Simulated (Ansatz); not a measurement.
# TiSi2 (Cmcm) in Ansatz: a series of runs

The runs below take TiSi2 through single point, with PBE.

All numbers are computed with Ansatz 0.2.0; they aren't measurements. Logs are shortened: lines on timing, memory, paths and dates and some standing lists are left out, and cuts for length are marked.

### 1 The structure

It takes space group Cmcm (No. 63, orthorhombic). Conventional cell: a = 3.530 Å, b = 13.519 Å, c = 3.565 Å, α = 90.00°, β = 90.00°, γ = 90.00°. Ti (site symmetry m2m) is surrounded by 10 Si at 2.58 to 2.81 Å. Si (site symmetry m2m) is surrounded by 4 Si at 2.51 Å and 4 Ti at 2.66 to 2.67 Å. Si (site symmetry m2m) has 2 Si at 2.38 Å and 4 Ti at 2.58 Å as nearest neighbours.

The cell comes from a database or a generator and needn't be the stable form of this composition.

### 2 Single point, PBE

input.yaml

```yaml
crystal:
  lattice:
    - [1.765105025, -6.759281535, 0.0]
    - [1.765105025, 6.759281535, 0.0]
    - [0.0, 0.0, 3.56517397]
  atoms:
    - { symbol: Ti, position: [0.10311808, 0.89688192, 0.25] }
    - { symbol: Ti, position: [0.89688192, 0.10311808, 0.75] }
    - { symbol: Si, position: [0.75031482, 0.24968518, 0.25] }
    - { symbol: Si, position: [0.24968518, 0.75031482, 0.75] }
    - { symbol: Si, position: [0.44174855, 0.55825145, 0.25] }
    - { symbol: Si, position: [0.55825145, 0.44174855, 0.75] }
hamiltonian:
  xc: pbe
  pseudopotentials: { kind: nc, accuracy: stringent }
kpoints:
  mp_grid: { grid: [8, 8, 8] }
scf:
  occupations: { method: fermi_dirac, width: 0.05 }
output:
  forces: true
  stress: true
  eigenvalues: true
```

Potentials or basis: PseudoDojo stringent (PBE files).

Command:

```sh
$ ansatz run input.yaml --threads 2 --pin off --max-ram 5632MiB --backend cpu --events-out ev --progress --plain --runs-dir out
```

The log of the run:

```text
Warning: The stringent table, which hamiltonian.pseudopotentials names, holds the potential of the library's standard table for Ti, Si (one content_sha256, or a second file that the publisher made of the same generator input, which states another). The run takes no other species from the library, so that hamiltonian.pseudopotentials.accuracy: standard would change no potential of it. The deck needs no change, but a comparison with a run at hamiltonian.pseudopotentials.accuracy: standard does not test the potential of Ti, Si. With hamiltonian.pseudopotentials.accuracy and source left out a run reads another potential of Ti, Si, from this project's own files. To test it, run on another potential, such as that of hamiltonian.pseudopotentials: {kind: paw}
Warning: RAYON_NUM_THREADS=2 ignored (pool sized by the plan → 2); use --threads N
Engine: ansatz 0.2.0, aarch64-unknown-linux-gnu
Pseudopotentials: kind: nc
Pseudopotential: Ti, nc, valence charge 12, recommended cutoff 1142.878222 eV (normal), Ti.nc.azcp (PseudoDojo's, or run here from an input of PseudoDojo's; its table is named by hamiltonian.pseudopotentials.accuracy)
Pseudopotential: Si, nc, valence charge 4, recommended cutoff 489.804952 eV (normal), Si.nc.azcp (PseudoDojo's, or run here from an input of PseudoDojo's; its table is named by hamiltonian.pseudopotentials.accuracy)
Functional definition: PBE
  parameter kappa = 0.804
  parameter beta = 0.06672455060314922
  exchange = pbe_x(kappa = kappa, mu = beta*pi^2/3)
  correlation = pbe_c(beta = beta)
Crystal: 6 atoms, lattice volume = 85.071 Å³
Basis set: ecut = 1142.878222 eV, 7479 PW (Γ), exchange–correlation on 160×160×80 points (8 copies of the dense FFT grid, shifted against one another)
Bands: 26, of which v1, the nominal top of the filled ones, is band 20 counted from 1 (19 counted from 0)
Symmetry: 8 space group operations
Space group: Cmcm (ITA 63), of the structure as read, at distance tolerance 4.4e-5 Å
k-points: 105 of 512
Non-local potential: Ti, projectors of the file, l = 0: 2, l = 1: 2, l = 2: 2
Non-local potential: Si, projectors of the file, l = 0: 2, l = 1: 2, l = 2: 2
Initial density: superposition of atomic densities (chi_scale 0.1, normalization cell, long waves kept (reshape's long-wave potential 0.03 eV rms))
Initial wavefunctions: pseudopotential atomic-orbital guess
Functional: x = pbe(κ = 0.804, μ = 0.2195149727645171), c = pbe(β = 0.06672455060314922)
SCF iter   1: F=—  HF=-3694.754018 eV  |F-HF|=—  |Δ(HF+E_count)|=         —  Δρ=3.79e-2  dr2=2.46e0  ethr=3.10e-3  ⟨swp⟩=6.6  Hψ=13042  notcnv=0
preconditioner: auto → Kerker (q_TF=auto, 2.406 Å⁻¹)  [metal: Δε(μ)=0.007 eV  Ē_g=6.337 eV  σ=0.050 eV  W_gap=0.03  n_scr=18 (ndim 8)  ℏωp=19.7 eV  f_vac=0.000  D(μ)=1.58/eV (n_scr^D=4)]
SCF iter   2: F=—  HF=-3694.432986 eV  |F-HF|=—  |Δ(HF+E_count)|=   3.21e-1  Δρ=2.26e-2  dr2=7.40e-1  ethr=3.10e-3  ⟨swp⟩=1.1  Hψ=3580  notcnv=0
SCF iter   3: F=—  HF=-3694.284724 eV  |F-HF|=—  |Δ(HF+E_count)|=   1.48e-1  Δρ=1.28e-2  dr2=2.37e-1  ethr=1.85e-3  ⟨swp⟩=3.3  Hψ=5050  notcnv=0  defer=13
SCF iter   4: F=—  HF=-3694.247623 eV  |F-HF|=—  |Δ(HF+E_count)|=   3.71e-2  Δρ=2.21e-3  dr2=2.75e-3  ethr=5.93e-4  ⟨swp⟩=2.5  Hψ=4180  notcnv=0  defer=16
SCF iter   5: F=—  HF=-3694.247674 eV  |F-HF|=—  |Δ(HF+E_count)|=   5.11e-5  Δρ=3.70e-4  dr2=1.65e-4  ethr=6.87e-6  ⟨swp⟩=2.2  Hψ=4633  notcnv=0  defer=16
SCF iter   6: F=—  HF=-3694.247663 eV  |F-HF|=—  |Δ(HF+E_count)|=   1.11e-5  Δρ=1.08e-4  dr2=1.19e-5  ethr=4.13e-7  ⟨swp⟩=2.5  Hψ=4357  notcnv=0  defer=16
SCF iter   7: F=—  HF=-3694.247462 eV  |F-HF|=—  |Δ(HF+E_count)|=   2.00e-4  Δρ=2.63e-5  dr2=3.06e-7  ethr=2.97e-8  ⟨swp⟩=2.8  Hψ=4511  notcnv=0  defer=16
SCF iter   8: F=-3694.247462 eV  HF=-3694.247462 eV  |F-HF|=4.79e-9  |Δ(HF+E_count)|=   9.78e-8  Δρ=3.10e-6  dr2=7.71e-9  ethr=2.50e-10  ⟨swp⟩=6.7  Hψ=11997  notcnv=0
SCF 1 converged in 8 iterations: F = -3694.247462 eV  dr2 = 7.71e-9
SCF converged after 8 iterations
Free energy (F): -3694.247462 eV
Harris-Foulkes:  -3694.247462 eV  (|F-HF|=4.79e-9)
Internal energy: -3694.235514 eV  (E = F + TS)
E sigma→0 (E₀):  -3694.241488 eV
Entropy (-TS):   -0.011948 eV (-1.991 meV/atom)
Fermi energy:    12.989603 eV
--- Per-component energies (eV) ---
  E_band       = -223.453195
  E_kinetic    = 1463.235209
  E_local      = -2840.882925  (includes V_loc(G=0)·N_el)
  E_nonlocal   = 89.704074
  E_hartree    = 891.170160
  E_xc         = -651.644086
  E_vxc        = -717.848926  (∫ρ·V_xc dr)
  E_ewald      = -2645.817945
  E_smearing   = -0.011948  (= −TS)
  E_closure    = 0.000000  (closes the sum)
  Σ components = -3694.247462   (vs F -3694.247462, Δ=0.00e0)
--- Forces (eV/Å), atoms counted from 1 ---
  atom   1  Ti     0.00000000     0.00325445     0.00000000
  atom   2  Ti     0.00000000    -0.00325445     0.00000000
  atom   3  Si     0.00000000    -0.01114796     0.00000000
  atom   4  Si     0.00000000     0.01114796     0.00000000
  atom   5  Si     0.00000000     0.18466397     0.00000000
  atom   6  Si     0.00000000    -0.18466397     0.00000000
  max |Σ_I F_I| component: 0.00e0 eV/Å
--- Stress (GPa, compression-positive) ---
        1.796781       0.000000       0.000000
        0.000000       1.575793       0.000000
        0.000000       0.000000       2.099509
  P = ⅓ Tr σ = 1.8240 GPa (18.240 kbar)
--- Band table (eV; the first three rows and the last of 105) ---
  k-point 0: bands = ["-43.8397", "-43.8304", "-20.1999", "-20.1588", "-20.1476", "-20.1458", "-20.1213", "-20.1120", "-0.1157", "2.0917", "4.4317", "9.5782", "9.8855", "10.0641", "10.3778", "10.4352", "10.8260", "10.8827", "10.9047", "13.4525", "13.6902", "13.8068", "13.8744", "14.3445", "14.3698", "15.0810"]
  k-point 1: bands = ["-43.8388", "-43.8302", "-20.1975", "-20.1588", "-20.1575", "-20.1455", "-20.1297", "-20.1114", "0.0696", "2.2480", "4.5972", "8.0558", "9.0862", "10.1663", "10.3785", "10.8674", "10.8788", "10.9444", "11.4708", "13.0982", "13.4413", "13.6246", "14.1941", "14.8569", "14.8837", "14.9548"]
  k-point 2: bands = ["-43.8365", "-43.8299", "-20.1949", "-20.1825", "-20.1540", "-20.1456", "-20.1448", "-20.1142", "0.6182", "2.7145", "4.9442", "6.3744", "7.4891", "9.8498", "10.4205", "10.8065", "11.0842", "11.1423", "12.4794", "12.5958", "13.2134", "13.3352", "14.3595", "14.7697", "15.0384", "15.3237"]
  k-point 104: bands = ["-43.8314", "-43.8314", "-20.2138", "-20.2138", "-20.1465", "-20.1465", "-20.1328", "-20.1328", "3.1131", "3.1131", "3.6955", "3.6955", "9.3828", "9.3828", "9.6280", "9.6280", "10.9396", "10.9396", "12.1043", "12.1043", "13.4514", "13.4514", "14.6530", "14.6530", "15.4087", "15.4087"]
```

Run time: 25 s. Hardware: 2 threads of Arm Neoverse V1, shared host; peak memory 0.96 GiB.

Results:

| Quantity | Value |
| --- | --- |
| Free energy | -3694.2475 eV |
| Pressure | 1.8 GPa |
| Largest force | 0.185 eV/Å |
| Band gap on the k mesh | none (metal or under the smearing width) |

Forces in eV/Å, atoms in the order of the input:
```
Ti   0.000  0.003  0.000
Ti   0.000 -0.003  0.000
Si   0.000 -0.011  0.000
Si   0.000  0.011  0.000
Si   0.000  0.185  0.000
Si   0.000 -0.185  0.000
```

Stress tensor (GPa, compression positive):
```
1.80 0.00 0.00
0.00 1.58 0.00
0.00 0.00 2.10
```

Levels at points of the mesh, in eV from the Fermi level:
| k point | band 17 | band 18 | band 19 | band 20 | band 21 | band 22 | band 23 | band 24 |
| --- | --- | --- | --- | --- | --- | --- | --- | --- |
| (0.00, 0.00, 0.00) | -2.16 | -2.11 | -2.08 | 0.46 | 0.70 | 0.82 | 0.88 | 1.35 |
| (0.00, 0.00, -0.50) | -1.64 | -1.64 | -0.05 | -0.05 | 0.82 | 0.82 | 1.47 | 1.47 |
| (0.00, -0.50, 0.00) | -1.68 | -1.48 | -0.68 | -0.58 | -0.55 | 1.15 | 1.47 | 1.65 |
| (0.00, -0.50, -0.50) | -3.24 | -3.24 | -2.45 | -2.45 | 1.75 | 1.75 | 1.88 | 1.88 |
| (-0.50, -0.50, 0.00) | -2.54 | -1.96 | -1.19 | 0.39 | 0.64 | 0.74 | 0.91 | 1.12 |
| (-0.50, -0.50, -0.50) | -2.05 | -2.05 | -0.89 | -0.89 | 0.46 | 0.46 | 1.66 | 1.66 |

### 3 Single point, PBE

input.yaml: that of step 2 with these lines changed.

```diff
@@ -14,3 +14,3 @@
   xc: pbe
-  pseudopotentials: { kind: nc, accuracy: stringent }
+  pseudopotentials: { kind: paw, source: ansatz }
 kpoints:
@@ -23 +23,5 @@
   eigenvalues: true
+  write_density: true
+  write_potential: true
+  elf: true
+  volumetric_format: npy
```

Potentials or basis: Ansatz PAW earlier set.

Command:

```sh
$ ansatz run input.yaml --threads 2 --pin off --max-ram 5632MiB --backend cpu --events-out ev --progress --plain --runs-dir out
```

Wall time 20 s (2 threads of Arm Neoverse V1, shared host); peak memory 0.7 GiB.

It converged, with:

```
Free energy            : -7545.8102 eV
Pressure               : 1.9 GPa
Largest force          : 0.190 eV/Å
Band gap on the k mesh : none (metal or under the smearing width)
```

Forces on the atoms (eV/Å):
```
Ti   0.000  0.003  0.000
Ti   0.000 -0.003  0.000
Si   0.000 -0.011  0.000
Si   0.000  0.011  0.000
Si   0.000  0.190  0.000
Si   0.000 -0.190  0.000
```

Stress tensor (GPa, compression positive):
```
1.83 0.00 0.00
0.00 1.60 0.00
0.00 0.00 2.17
```

Levels at points of the mesh, in eV from the Fermi level:
| k point | band 18 | band 19 | band 20 | band 21 | band 22 | band 23 |
| --- | --- | --- | --- | --- | --- | --- |
| (0.00, 0.00, 0.00) | -2.10 | -2.08 | 0.46 | 0.71 | 0.81 | 0.88 |
| (0.00, 0.00, -0.50) | -1.64 | -0.05 | -0.05 | 0.83 | 0.83 | 1.47 |
| (0.00, -0.50, 0.00) | -1.48 | -0.68 | -0.58 | -0.55 | 1.16 | 1.47 |
| (0.00, -0.50, -0.50) | -3.23 | -2.45 | -2.45 | 1.75 | 1.75 | 1.88 |
| (-0.50, -0.50, 0.00) | -1.96 | -1.19 | 0.38 | 0.64 | 0.74 | 0.91 |
| (-0.50, -0.50, -0.50) | -2.05 | -0.88 | -0.88 | 0.46 | 0.46 | 1.66 |

### 4 Single point, PBE

input.yaml: that of step 3 with these lines changed.

```diff
@@ -14,3 +14,3 @@
   xc: pbe
-  pseudopotentials: { kind: paw, source: ansatz }
+  pseudopotentials: { kind: nc }
 kpoints:
@@ -23,5 +23 @@
   eigenvalues: true
-  write_density: true
-  write_potential: true
-  elf: true
-  volumetric_format: npy
```

Potentials or basis: Ansatz NC.

Command:

```sh
$ ansatz run input.yaml --threads 2 --pin off --max-ram 5632MiB --backend cpu --events-out ev --progress --plain --runs-dir out
```

Run time: 28 s. Hardware: 2 threads of Arm Neoverse V1, shared host; peak memory 0.95 GiB.

Results (log left out):

```
Free energy            : -3700.5494 eV
Pressure               : 1.8 GPa
Largest force          : 0.186 eV/Å
Band gap on the k mesh : none (metal or under the smearing width)
```

Forces in eV/Å, atoms in the order of the input:
```
Ti   0.000  0.004  0.000
Ti   0.000 -0.004  0.000
Si   0.000 -0.011  0.000
Si   0.000  0.011  0.000
Si   0.000  0.186  0.000
Si   0.000 -0.186  0.000
```

Stress tensor (GPa, compression positive):
```
1.80 0.00 0.00
0.00 1.57 0.00
0.00 0.00 2.12
```

Levels at points of the mesh, in eV from the Fermi level:
| k point | band 18 | band 19 | band 20 | band 21 | band 22 | band 23 |
| --- | --- | --- | --- | --- | --- | --- |
| (0.00, 0.00, 0.00) | -2.11 | -2.08 | 0.46 | 0.70 | 0.82 | 0.88 |
| (0.00, 0.00, -0.50) | -1.64 | -0.05 | -0.05 | 0.82 | 0.82 | 1.47 |
| (0.00, -0.50, 0.00) | -1.48 | -0.68 | -0.58 | -0.55 | 1.15 | 1.47 |
| (0.00, -0.50, -0.50) | -3.24 | -2.46 | -2.46 | 1.75 | 1.75 | 1.88 |
| (-0.50, -0.50, 0.00) | -1.96 | -1.19 | 0.39 | 0.64 | 0.74 | 0.91 |
| (-0.50, -0.50, -0.50) | -2.05 | -0.89 | -0.89 | 0.46 | 0.46 | 1.66 |

### 5 The runs side by side

| potentials or basis | cutoff (eV) | gap on the mesh (eV) | pressure (GPa) | largest force (eV/Å) |
| --- | --- | --- | --- | --- |
| PseudoDojo stringent (PBE files) | 1143 | none | 1.8 | 0.18 |
| Ansatz PAW earlier set | 740 | none | 1.9 | 0.19 |
| Ansatz NC | 1155 | none | 1.8 | 0.19 |

Alike in all rows: task single point; level PBE; no spin polarisation; cell as given; k mesh 8 × 8 × 8; smearing fermi-dirac 0.05 eV.

Total energies depend on the potentials used, so only differences within one code and one set of settings carry meaning.
